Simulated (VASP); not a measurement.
# Si (Fd-3m) in VASP: a series of runs, part 2 of 2

VASP 6.6.1.

**3. Single point, PBE (grid = ENCUT=350 dk=0.35 cell=2x2x2 ISMEAR=0 SIGMA=0.05 LREAL=Auto EDIFF=1e-06)**

The input, INCAR:

```
PREC = Accurate ; ENCUT = 350
EDIFF = 1E-6 ; ISMEAR = 0
SIGMA = 0.05 ; LREAL = Auto
LASPH = T ; NELM = 120
ALGO = Fast ; ISIF = 2
LWAVE = F ; LCHARG = F
GGA = PE ; NBANDS = 40
```

The input, KPOINTS:

```
Automatic mesh
0
Gamma
  3 3 3
```

The input, POSCAR:

```
Si
1.0
    0.0000000000      5.4437023730      5.4437023730
    5.4437023730      0.0000000000      5.4437023730
    5.4437023730      5.4437023730      0.0000000000
Si
16
Direct
    0.2500000000      0.2500000000      0.2500000000
    0.2500000000      0.2500000000      0.7500000000
    0.2500000000      0.7500000000      0.2500000000
    0.2500000000      0.7500000000      0.7500000000
    0.7500000000      0.2500000000      0.2500000000
    0.7500000000      0.2500000000      0.7500000000
    0.7500000000      0.7500000000      0.2500000000
    0.7500000000      0.7500000000      0.7500000000
    0.3750000000      0.3750000000      0.3750000000
    0.3750000000      0.3750000000      0.8750000000
    0.3750000000      0.8750000000      0.3750000000
    0.3750000000      0.8750000000      0.8750000000
    0.8750000000      0.3750000000      0.3750000000
    0.8750000000      0.3750000000      0.8750000000
    0.8750000000      0.8750000000      0.3750000000
    0.8750000000      0.8750000000      0.8750000000
```

Potentials or basis: VASP PAW PBE potentials, release 64 (Si).

Started as:

```sh
$ cat potpaw_PBE.64/Si/POTCAR > POTCAR
$ mpirun -np 1 vasp_std > vasp.out
```

OUTCAR:

```text
PREC = Accurate
   ENCUT = 350
   EDIFF = 1E-6
   ISMEAR = 0
   LREAL = Auto
   LASPH = T
   NELM = 120
   ISIF = 2
   GGA = PE

 Found      4 irreducible k-points:

 Following reciprocal coordinates:
            Coordinates               Weight
  0.000000  0.000000  0.000000      1.000000
  0.333333  0.000000  0.000000      8.000000
  0.333333  0.333333  0.000000      6.000000
 -0.333333  0.333333  0.000000     12.000000
   k-points           NKPTS =      4   k-points in BZ     NKDIM =      4   number of bands    NBANDS=     40
   number of dos      NEDOS =    301   number of ions     NIONS =     16
   total plane-waves  NPLWV = 110592
   dimension x,y,z NGX =    48 NGY =   48 NGZ =   48
   dimension x,y,z NGXF=    96 NGYF=   96 NGZF=   96
   ions per type =              16
   NGX,Y,Z   is equivalent  to a cutoff of  10.37, 10.37, 10.37 a.u.
   NGXF,Y,Z  is equivalent  to a cutoff of  20.73, 20.73, 20.73 a.u.
 SYSTEM =  unknown system
   PREC   = accura    normal or accurate (medium, high low for compatibility)
   ISTART =      0    job   : 0-new  1-cont  2-samecut
[... 62 lines left out ...]
 Fermi energy:         5.9879351855

 k-point     1 :       0.0000    0.0000    0.0000
  band No.  band energies     occupation
      1      -6.1484      2.00000
      2      -3.8345      2.00000
      3      -3.8345      2.00000
      4      -3.8345      2.00000
      5      -3.8345      2.00000
      6      -2.0292      2.00000
[... 161 lines left out ...]
     39       9.1263      0.00000
     40       9.2161      0.00000

------------------------ aborting loop because EDIFF is reached ----------------------------------------

  FORCE on cell =-STRESS in cart. coord.  units (eV):
  Direction    XX          YY          ZZ          XY          YZ          ZX
  --------------------------------------------------------------------------------------
  -------------------------------------------------------------------------------------
  Total        2.6052969      2.6052969      2.6052969      0.0000000      0.0000000      0.0000000
  in kB       12.9376291     12.9376291     12.9376291      0.0000000      0.0000000      0.0000000
  external PRESSURE =      12.9376291 kB  Pullay stress =       0.0000000 kB

 VOLUME and BASIS-vectors are now :
 -----------------------------------------------------------------------------
  energy-cutoff  :      350.00
  volume of cell :      322.64
      direct lattice vectors                 reciprocal lattice vectors
     0.000000000  5.443702373  5.443702373    -0.091849254  0.091849254  0.091849254
     5.443702373  0.000000000  5.443702373     0.091849254 -0.091849254  0.091849254
     5.443702373  5.443702373  0.000000000     0.091849254  0.091849254 -0.091849254

 POSITION                                       TOTAL-FORCE (eV/Angst)
 -----------------------------------------------------------------------------------
      2.72185      2.72185      2.72185        -0.000000      0.000000     -0.000000
      5.44370      5.44370      2.72185        -0.000000     -0.000000     -0.000000
      5.44370      2.72185      5.44370        -0.000000      0.000000     -0.000000
      8.16555      5.44370      5.44370        -0.000000     -0.000000     -0.000000
      2.72185      5.44370      5.44370        -0.000000      0.000000     -0.000000
      5.44370      8.16555      5.44370        -0.000000     -0.000000     -0.000000
[... 8 lines left out ...]
      6.80463      6.80463      9.52648         0.000000      0.000000      0.000000
      9.52648      9.52648      9.52648         0.000000     -0.000000      0.000000
 -----------------------------------------------------------------------------------
    total drift:                               -0.000000      0.000000     -0.000000

  FREE ENERGIE OF THE ION-ELECTRON SYSTEM (eV)
  ---------------------------------------------------
  free  energy   TOTEN  =       -86.5808043823 eV

  energy  without entropy=      -86.5808043823  energy(sigma->0) =      -86.58080438
```

Run time: 2 min. Hardware: 1 thread of AMD EPYC 7R43 (Zen 3), shared host; peak memory 0.27 GiB.

The run converged, but some of its settings lie outside the range that counts as converged, so its numbers aren't taken as properties of the crystal.

What came out:

```yaml
Free_energy: -86.5808 eV
Pressure: 1.3 GPa
Band_gap_on_the_k_mesh: 0.72 eV
```

Caveat: an odd mesh through Γ misses points on the zone boundary, where band edges often lie.

**4. Single point, PBE (grid = ENCUT=500 dk=0.45 cell=2x2x2 ISMEAR=0 SIGMA=0.05 LREAL=Auto EDIFF=1e-06)**

Changes to INCAR since step 3:

```diff
@@ -1,2 +1,2 @@
-PREC = Accurate ; ENCUT = 350
+PREC = Accurate ; ENCUT = 500
 EDIFF = 1E-6 ; ISMEAR = 0
```

KPOINTS is that of step 3.

POSCAR is that of step 3.

Started as:

```sh
$ cat potpaw_PBE.64/Si/POTCAR > POTCAR
$ mpirun -np 1 vasp_std > vasp.out
```

Wall time 2.6 min (1 thread of AMD EPYC 7R43 (Zen 3), shared host); peak memory 0.35 GiB.

The run converged, but some of its settings lie outside the range that counts as converged, so its numbers aren't taken as properties of the crystal.

Results:

```
Free energy            : -86.5979 eV
Pressure               : 1.3 GPa
Band gap on the k mesh : 0.72 eV
```

Caveat: an odd mesh through Γ misses points on the zone boundary, where band edges often lie.

**5. Single point, PBE (grid = ENCUT=600 dk=0.45 cell=2x2x2 ISMEAR=0 SIGMA=0.05 LREAL=Auto EDIFF=1e-06)**

Changes to INCAR since step 4:

```diff
@@ -1,2 +1,2 @@
-PREC = Accurate ; ENCUT = 500
+PREC = Accurate ; ENCUT = 600
 EDIFF = 1E-6 ; ISMEAR = 0
```

KPOINTS is that of step 4.

POSCAR is that of step 4.

Started as:

```sh
$ cat potpaw_PBE.64/Si/POTCAR > POTCAR
$ mpirun -np 1 vasp_std > vasp.out
```

Wall time 3.8 min (1 thread of AMD EPYC 7R43 (Zen 3), shared host); peak memory 0.49 GiB.

The run converged, but some of its settings lie outside the range that counts as converged, so its numbers aren't taken as properties of the crystal.

What came out:

```yaml
Free_energy: -86.5970 eV
Pressure: 1.3 GPa
Band_gap_on_the_k_mesh: 0.72 eV
```

Caveat: an odd mesh through Γ misses points on the zone boundary, where band edges often lie.

**6. Single point, PBE (grid = ENCUT=350 dk=0.45 cell=3x3x3 ISMEAR=0 SIGMA=0.05 LREAL=Auto EDIFF=1e-06)**

The input, INCAR:

```
ALGO = Fast ; EDIFF = 1E-6
ENCUT = 350 ; GGA = PE
ISIF = 2 ; ISMEAR = 0
KPAR = 2 ; LASPH = True
LCHARG = False ; LREAL = Auto
LWAVE = False ; NBANDS = 126
NCORE = 1 ; NELM = 120
PREC = Accurate ; SIGMA = 0.05
```

The input, KPOINTS:

```
k-points
0
Gamma
  2 2 2
```

The input, POSCAR:

```
Si
1.0
    0.0000000000      8.1655535595      8.1655535595
    8.1655535595      0.0000000000      8.1655535595
    8.1655535595      8.1655535595      0.0000000000
Si
54
Direct
    0.1666666667      0.1666666667      0.1666666667
    0.1666666667      0.1666666667      0.5000000000
    0.1666666667      0.1666666667      0.8333333333
    0.1666666667      0.5000000000      0.1666666667
    0.1666666667      0.5000000000      0.5000000000
    0.1666666667      0.5000000000      0.8333333333
    0.1666666667      0.8333333333      0.1666666667
    0.1666666667      0.8333333333      0.5000000000
    0.1666666667      0.8333333333      0.8333333333
    0.5000000000      0.1666666667      0.1666666667
    0.5000000000      0.1666666667      0.5000000000
    0.5000000000      0.1666666667      0.8333333333
    0.5000000000      0.5000000000      0.1666666667
    0.5000000000      0.5000000000      0.5000000000
    0.5000000000      0.5000000000      0.8333333333
    0.5000000000      0.8333333333      0.1666666667
    0.5000000000      0.8333333333      0.5000000000
    0.5000000000      0.8333333333      0.8333333333
    0.8333333333      0.1666666667      0.1666666667
    0.8333333333      0.1666666667      0.5000000000
    0.8333333333      0.1666666667      0.8333333333
    0.8333333333      0.5000000000      0.1666666667
    0.8333333333      0.5000000000      0.5000000000
    0.8333333333      0.5000000000      0.8333333333
    0.8333333333      0.8333333333      0.1666666667
    0.8333333333      0.8333333333      0.5000000000
    0.8333333333      0.8333333333      0.8333333333
    0.2500000000      0.2500000000      0.2500000000
    0.2500000000      0.2500000000      0.5833333333
    0.2500000000      0.2500000000      0.9166666667
    0.2500000000      0.5833333333      0.2500000000
    0.2500000000      0.5833333333      0.5833333333
    0.2500000000      0.5833333333      0.9166666667
    0.2500000000      0.9166666667      0.2500000000
    0.2500000000      0.9166666667      0.5833333333
    0.2500000000      0.9166666667      0.9166666667
    0.5833333333      0.2500000000      0.2500000000
    0.5833333333      0.2500000000      0.5833333333
    0.5833333333      0.2500000000      0.9166666667
    0.5833333333      0.5833333333      0.2500000000
    0.5833333333      0.5833333333      0.5833333333
    0.5833333333      0.5833333333      0.9166666667
    0.5833333333      0.9166666667      0.2500000000
    0.5833333333      0.9166666667      0.5833333333
    0.5833333333      0.9166666667      0.9166666667
    0.9166666667      0.2500000000      0.2500000000
    0.9166666667      0.2500000000      0.5833333333
    0.9166666667      0.2500000000      0.9166666667
    0.9166666667      0.5833333333      0.2500000000
    0.9166666667      0.5833333333      0.5833333333
    0.9166666667      0.5833333333      0.9166666667
    0.9166666667      0.9166666667      0.2500000000
    0.9166666667      0.9166666667      0.5833333333
    0.9166666667      0.9166666667      0.9166666667
```

Potentials or basis: VASP PAW PBE potentials, release 64 (Si).

Started as:

```sh
$ cat potpaw_PBE.64/Si/POTCAR > POTCAR
$ mpirun -np 4 vasp_std > vasp.out
```

Run time: 1.9 min. Hardware: 4 MPI ranks of AMD EPYC 9R45 (Zen 5), shared host; peak memory 0.5 GiB.

These settings aren't checked as converged: the numbers below hold their error.

Results:

```
Free energy            : -292.2079 eV
Pressure               : 1.3 GPa
Band gap on the k mesh : 0.72 eV
```
